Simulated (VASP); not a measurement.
# SiC (F-43m) in VASP: settings compared

Aim: see how the results for SiC move with the level of theory and the settings. Levels: PBEsol, r2SCAN. Tasks: single point.

Everything below comes from runs of VASP 6.6.1. Logs are shortened: lines on timing, memory, paths and dates and some standing lists are left out, and cuts for length are marked.

**What was measured.**

“Insight into the structural, elastic and electronic properties of a new orthorhombic 6O-SiC polytype”, 2020, pmc:7200658 quotes, for a bulk crystal of SiC: band gap 2.4 eV (indirect).

The results are compared with them further down.

**1. The crystal as given**

It takes space group F-43m (No. 216, cubic). The conventional cell has a = 4.358 Å, b = 4.358 Å, c = 4.358 Å, α = 90.00°, β = 90.00°, γ = 90.00°. Si (site symmetry -43m) has 4 C at 1.89 Å as nearest neighbours. C (site symmetry -43m) has 4 Si at 1.89 Å as nearest neighbours.

The cell is a database's computed one.

**2. Single point, PBEsol**

INCAR reads:

```
SYSTEM = SiC
ALGO     = Normal         ! electronic algorithm
EDIFF    = 1E-6           ! SCF threshold, eV
ENCUT    = 700            ! plane-wave cutoff, eV
GGA      = PS             ! functional
ISIF     = 2              ! what is computed and relaxed
ISMEAR   = 0              ! smearing method
LASPH    = .True.         ! aspherical terms in the spheres
LCHARG   = .False.        ! write CHGCAR
LREAL    = .False.        ! projectors in reciprocal space
LWAVE    = .False.        ! write WAVECAR
NELM     = 80             ! most SCF steps
PREC     = Accurate       ! precision mode
SIGMA    = 0.02           ! smearing width, eV
```

KPOINTS reads:

```
k-points
0
Gamma
  10 10 10
  0 0 0
```

POSCAR reads:

```
SiC
1.0
    0.0000000000      2.1791100000      2.1791100000
    2.1791100000      0.0000000000      2.1791100000
    2.1791100000      2.1791100000      0.0000000000
Si C
1 1
Direct
    0.7500000000      0.7500000000      0.7500000000
    0.0000000000      0.0000000000      0.0000000000
```

Potentials or basis: VASP PAW PBE potentials, release 64 (Si, C).

Launch:

```bash
$ cat potpaw_PBE.64/Si/POTCAR potpaw_PBE.64/C/POTCAR > POTCAR
$ mpirun -np 1 vasp_std > vasp.out
```

OUTCAR:

```text
SYSTEM = SiC
   EDIFF = 1E-6
   ENCUT = 700
   GGA = PS
   ISIF = 2
   ISMEAR = 0
   LASPH = .True.
   LREAL = .False.
   NELM = 80
   PREC = Accurate

 ion  position               nearest neighbor table
   1  0.750  0.750  0.750-   2 1.89   2 1.89   2 1.89   2 1.89
   2  0.000  0.000  0.000-   1 1.89   1 1.89   1 1.89   1 1.89

  LATTYP: Found a face centered cubic cell.
 ALAT       =     4.3582200000

  Lattice vectors:

 A1 = (   0.0000000000,   2.1791100000,   2.1791100000)
 A2 = (   2.1791100000,   0.0000000000,   2.1791100000)
 A3 = (   2.1791100000,   2.1791100000,   0.0000000000)

Analysis of symmetry for initial positions (statically):
=====================================================================
 Subroutine PRICEL returns:
 Original cell was already a primitive cell.

 Routine SETGRP: Setting up the symmetry group for a
 face centered cubic supercell.

 Subroutine GETGRP returns: Found 24 space group operations
 (whereof 24 operations were pure point group operations)
 out of a pool of 48 trial point group operations.

The static configuration has the point symmetry T_d .

Analysis of symmetry for dynamics (positions and initial velocities):
=====================================================================
 Subroutine PRICEL returns:
 Original cell was already a primitive cell.

 Routine SETGRP: Setting up the symmetry group for a
 face centered cubic supercell.

 Subroutine GETGRP returns: Found 24 space group operations
 (whereof 24 operations were pure point group operations)
 out of a pool of 48 trial point group operations.

The dynamic configuration has the point symmetry T_d .

 Subroutine INISYM returns: Found 24 space group operations
 (whereof 24 operations are pure point group operations),
 and found     1 'primitive' translations

----------------------------------------------------------------------------------------

                                     Primitive cell

  volume of cell :      20.6951

  direct lattice vectors                    reciprocal lattice vectors
     0.000000000  2.179110000  2.179110000    -0.229451473  0.229451473  0.229451473
     2.179110000  0.000000000  2.179110000     0.229451473 -0.229451473  0.229451473
     2.179110000  2.179110000  0.000000000     0.229451473  0.229451473 -0.229451473

  length of vectors
     3.081726916  3.081726916  3.081726916     0.397421610  0.397421610  0.397421610

  position of ions in fractional coordinates (direct lattice)
     0.750000000  0.750000000  0.750000000
     0.000000000  0.000000000  0.000000000

  ion indices of the primitive-cell ions
   primitive index   ion index
                 1           1
                 2           2

----------------------------------------------------------------------------------------

 KPOINTS: k-points

Automatic generation of k-mesh.
 Grid dimensions read from file:
 generate k-points for:   10   10   10

 Generating k-lattice:

  Cartesian coordinates                     Fractional coordinates (reciprocal lattice)
    -0.022945147  0.022945147  0.022945147     0.100000000  0.000000000  0.000000000
     0.022945147 -0.022945147  0.022945147     0.000000000  0.100000000  0.000000000
     0.022945147  0.022945147 -0.022945147     0.000000000  0.000000000  0.100000000

  Length of vectors
     0.039742161  0.039742161  0.039742161

  Shift w.r.t. Gamma in fractional coordinates (k-lattice)
     0.000000000  0.000000000  0.000000000

 Subroutine IBZKPT returns following result:
 ===========================================

 Found     47 irreducible k-points:

 Following reciprocal coordinates:
            Coordinates               Weight
  0.000000  0.000000  0.000000      1.000000
  0.100000  0.000000  0.000000      8.000000
  0.200000  0.000000  0.000000      8.000000
  0.300000  0.000000  0.000000      8.000000
  0.400000  0.000000  0.000000      8.000000
  0.500000  0.000000  0.000000      4.000000
[... 16 lines left out ...]
  0.300000  0.300000  0.000000      6.000000
  0.400000  0.300000  0.000000     24.000000
 [... further k-points ...]
   k-points           NKPTS =     47   k-points in BZ     NKDIM =     47   number of bands    NBANDS=      8
   number of dos      NEDOS =    301   number of ions     NIONS =      2
   total plane-waves  NPLWV =  21952
   dimension x,y,z NGX =    28 NGY =   28 NGZ =   28
   dimension x,y,z NGXF=    56 NGYF=   56 NGZF=   56
   ions per type =               1   1
   NGX,Y,Z   is equivalent  to a cutoff of  15.10, 15.10, 15.10 a.u.
   NGXF,Y,Z  is equivalent  to a cutoff of  30.21, 30.21, 30.21 a.u.
 SYSTEM =  SiC
   PREC   = accura    normal or accurate (medium, high low for compatibility)
   ISTART =      0    job   : 0-new  1-cont  2-samecut
   ICHARG =      2    charge: 1-file 2-atom 10-const
   ISPIN  =      1    spin polarized calculation?
   LNONCOLLINEAR =      F non collinear calculations
   LSORBIT =      F    spin-orbit coupling
   LASPH  =      T    aspherical Exc in radial PAW
   ENCUT  =  700.0 eV  51.45 Ry    7.17 a.u.   6.65  6.65  6.65*2*pi/ulx,y,z
   NELM   =     80;   NELMIN=  2; NELMDL= -5     # of ELM steps
   EDIFF  = 0.1E-05   stopping-criterion for ELM
   LREAL  =      F    real-space projection
[... 7 lines left out ...]
   TEBEG  =    0.0;   TEEND  =   0.0 temperature during run
   PSTRESS=    0.0 pullay stress
   NELECT =       8.0000    total number of electrons
   NUPDOWN=      -1.0000    fix difference up-down
   EMIN   =  10.00;   EMAX   =-10.00  energy-range for DOS
   EFERMI =   0.00;   METHOD = LEGACY
   ISMEAR =     0;   SIGMA  =   0.02  broadening in eV -4-tet -1-fermi 0-gaus
   EFERMI_NEDOS =   21; number of points for ismear=-14 and -15
   IALGO  =     38    algorithm
   IMIX   =      4    mixing-type and parameters
     AMIX     =   0.40;   BMIX     =  1.00
     AMIX_MAG =   1.60;   BMIX_MAG =  1.00
  volume/ion in A,a.u.               =      10.35        69.83
  Fermi-wavevector in a.u.,A,eV,Ry     =   1.192566  2.253623 19.350384  1.422213
  Thomas-Fermi vector in A             =   2.328601
   LORBIT       =      0    0 simple, 1 ext, 2 COOP (PROOUT), +10 PAW based schemes
   GGA     = PS    functional components
   LHFCALC =     F    Hartree Fock is set to
   AEXX    =    0.0000 exact exchange contribution
   IVDW    =     0    specifies the selected vdW correction
   LEPSILON=     F    determine dielectric tensor
   LRPA    =     F    only Hartree local field effects (RPA)
 non-spin polarized calculation
 Gauss-broadening in eV      SIGMA  =   0.02
  energy-cutoff  :      700.00
  volume of cell :       20.70
 maximum number of plane-waves:       893
   NGX = 13   NGY = 13   NGZ = 13

 number of electron       8.0000000 magnetization

 Free energy of the ion-electron system (eV)
  ---------------------------------------------------
  ext. energy  EPLUGINS =         0.00000000
  ---------------------------------------------------
  free energy    TOTEN  =       -15.91886043 eV

  energy without entropy =      -15.91886043  energy(sigma->0) =      -15.91886043

 E-fermi :   8.1934     XC(G=0): -11.5041

 val. band max:        8.0529280286   @ k =   0.0000   0.0000   0.0000
 cond. band min:       9.2883425758   @ k =   0.5000   0.5000   0.0000
 fundamental gap:      1.2354145472
 Fermi energy:         8.1934200971

 k-point     1 :       0.0000    0.0000    0.0000
  band No.  band energies     occupation
      1      -7.3689      2.00000
      2       8.0529      2.00000
      3       8.0529      2.00000
      4       8.0529      2.00000
      5      14.2384      0.00000
      6      15.2961      0.00000
      7      15.2961      0.00000
      8      15.2961      0.00000

 k-point     2 :       0.1000    0.0000    0.0000
  band No.  band energies     occupation
      1      -7.1727      2.00000
      2       7.0379      2.00000
      3       7.9182      2.00000
      4       7.9182      2.00000
      5      14.4905      0.00000
      6      15.5403      0.00000
      7      15.5403      0.00000
      8      15.5759      0.00000

 k-point     3 :       0.2000    0.0000    0.0000
  band No.  band energies     occupation
      1      -6.5927      2.00000
      2       4.9079      2.00000
      3       7.6095      2.00000
      4       7.6095      2.00000
      5      14.1928      0.00000
      6      15.8973      0.00000
      7      15.8973      0.00000
      8      16.7703      0.00000

 k-point     4 :       0.3000    0.0000    0.0000
  band No.  band energies     occupation
      1      -5.6634      2.00000
      2       2.5842      2.00000
      3       7.2925      2.00000
      4       7.2925      2.00000
      5      13.7844      0.00000
      6      15.7492      0.00000
      7      15.7492      0.00000
      8      17.7141      0.00000

 k-point     5 :       0.4000    0.0000    0.0000
  band No.  band energies     occupation
      1      -4.5087      2.00000
      2       0.5151      2.00000
      3       7.0735      2.00000
      4       7.0735      2.00000
      5      13.5164      0.00000
      6      15.3640      0.00000
      7      15.3640      0.00000
      8      17.9728      0.00000
[... 177 lines left out ...]
 k-point    22 :      -0.2000    0.2000    0.0000
  band No.  band energies     occupation
      1      -5.3518      2.00000
      2       3.2383      2.00000
      3       4.8010      2.00000
      4       7.4035      2.00000
      5      14.5316      0.00000
      6      15.9834      0.00000
      7      16.3602      0.00000
      8      17.1352      0.00000

 k-point    23 :       0.3000    0.3000    0.0000
  band No.  band energies     occupation
      1      -5.0854      2.00000
      2       3.6964      2.00000
      3       5.6709      2.00000
      4       5.6709      2.00000
      5      11.1105      0.00000
      6      13.5499      0.00000
      7      19.5227      0.00000
      8      19.5227      0.00000

 k-point    24 :       0.4000    0.3000    0.0000
  band No.  band energies     occupation
      1      -4.2098      2.00000
      2       2.4674      2.00000
      3       4.8698      2.00000
      4       5.4074      2.00000
      5      10.8106      0.00000
      6      13.5656      0.00000
      7      19.6051      0.00000
      8      19.9151      0.00000

 [... further k-points ...]
[... 5 lines left out ...]
  --------------------------------------------------------------------------------------
  -------------------------------------------------------------------------------------
  Total       -0.0051531     -0.0051531     -0.0051531      0.0000000      0.0000000      0.0000000
  in kB       -0.3989451     -0.3989451     -0.3989451      0.0000000      0.0000000      0.0000000
  external PRESSURE =      -0.3989451 kB  Pullay stress =       0.0000000 kB

 VOLUME and BASIS-vectors are now :
 -----------------------------------------------------------------------------
  energy-cutoff  :      700.00
  volume of cell :       20.70
      direct lattice vectors                 reciprocal lattice vectors
     0.000000000  2.179110000  2.179110000    -0.229451473  0.229451473  0.229451473
     2.179110000  0.000000000  2.179110000     0.229451473 -0.229451473  0.229451473
     2.179110000  2.179110000  0.000000000     0.229451473  0.229451473 -0.229451473

 POSITION                                       TOTAL-FORCE (eV/Angst)
 -----------------------------------------------------------------------------------
      3.26867      3.26867      3.26867        -0.000000     -0.000000     -0.000000
      0.00000      0.00000      0.00000         0.000000      0.000000      0.000000
 -----------------------------------------------------------------------------------
    total drift:                               -0.000000     -0.000000     -0.000000

  FREE ENERGIE OF THE ION-ELECTRON SYSTEM (eV)
  ---------------------------------------------------
  free  energy   TOTEN  =       -15.9188604339 eV

  energy  without entropy=      -15.9188604339  energy(sigma->0) =      -15.91886043
```

Run time: 10 s. Hardware: 1 thread of AMD EPYC 9R14 (Zen 4), shared host; peak memory 0.12 GiB.

What came out:

* Free energy: -15.9189 eV
* Pressure: 0.0 GPa
* Band gap on the k mesh: 1.24 eV, indirect (least direct gap 4.44 eV)

Caveat: the PAW data sets were made with another functional, which shifts forces and pressure a little.

[end of part 1 of 3]
